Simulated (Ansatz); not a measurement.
## TiO2: changing the Hubbard U on Ti d

The cell as given:

```
CELL_PARAMETERS angstrom
4.59984 0.00000 0.00000
0.00000 4.59984 0.00000
0.00000 0.00000 2.95921
ATOMIC_POSITIONS crystal
Ti 0.00000 0.00000 0.50000
Ti 0.50000 0.50000 0.00000
O 0.30432 0.30432 0.50000
O 0.19568 0.80432 0.00000
O 0.80432 0.19568 0.00000
O 0.69568 0.69568 0.50000
```

Kept alike: task relaxation of cell and atoms; functional PBEsol; k mesh 6 × 6 × 9; occupations fermi-dirac, width 0.05 eV; no spin polarisation. Program: Ansatz, Ansatz PAW, cutoff 420 eV. The mesh is that of the run's cell of 6 atoms. No spin-orbit coupling.

| run | volume (Å³/atom) | first edge of the run's cell (Å) | third edge of the run's cell (Å) |
| --- | --- | --- | --- |
| A | 10.554 | 4.591 | 3.004 |
| B | 10.430 | 4.591 | 2.969 |
| C | 10.393 | 4.591 | 2.959 |
| D | 10.468 | 4.591 | 2.980 |
| E | 10.652 | 4.594 | 3.028 |
| F | 10.358 | 4.591 | 2.949 |
| G | 10.326 | 4.591 | 2.939 |
| H | 10.509 | 4.591 | 2.992 |

U acts here on a shell without spin polarisation. The relaxations keep at least the cell's symmetry (P4_2/mnm). Relaxations stop with a little pressure left, so the last digits of a volume or edge aren't settled. Ansatz's relaxations hold a Pulay term in the stress (up to 0.8 GPa here). How U acts hangs on the program's projectors. All rows use potentials made for PBE. U is the effective U - J on orthogonalised atomic projectors. Double counting: fully localised limit (the default).

**Question.** The runs differ in the Hubbard U on Ti d alone: 0; 1; 2; 3; 4; 5; 6; 8 eV. Which run is which?

**Answer.** Run A is 6 eV; run B is 3 eV; run C is 2 eV; run D is 4 eV; run E is 8 eV; run F is 1 eV; run G is 0 eV; run H is 5 eV. The volume rises from 10.326 to 10.652 Å³/atom between 0 and 8 eV. The first edge of the run's cell runs from 4.591 (0; 1; 2; 3; 4; 5; 6) to 4.594 Å (8). The third edge of the run's cell rises from 2.939 to 3.028 Å between 0 and 8 eV.
